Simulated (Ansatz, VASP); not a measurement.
# Be in VASP and in Ansatz

```xyz
1
Lattice="-1.2600 1.2600 1.2600 1.2600 -1.2600 1.2600 1.2600 1.2600 -1.2600" Properties=species:S:1:pos:R:3 pbc="T T T"
Be    0.0000    0.0000    0.0000
```

Alike in both runs: functional revPBE; k mesh 17 × 17 × 17; occupations fermi-dirac, width 0.1 eV; no spin polarisation.

Ansatz relaxed the structure, and its values are those at the end. VASP's run is a single point on that final structure, the one shown.

|  | VASP | Ansatz |
| --- | --- | --- |
| version | VASP 6.6.1 | Ansatz 0.2.0 |
| potentials or method | VASP PAW PBE potentials, release 64 (Be) | plane waves (420 eV) with PAW, scalar-relativistic |
| plane-wave cutoff (eV) | 520 | 420 |
| valence electrons in the cell | 2 | 2 |

|  | VASP | Ansatz | Ansatz less VASP |
| --- | --- | --- | --- |
| pressure (GPa) | 0.0 | 0.0 | -0.04 |

The functional is the same, so the differences come from potentials, cutoffs and numerics.

Caveats: the PAW data sets were made with another functional, which shifts forces and pressure a little (VASP).
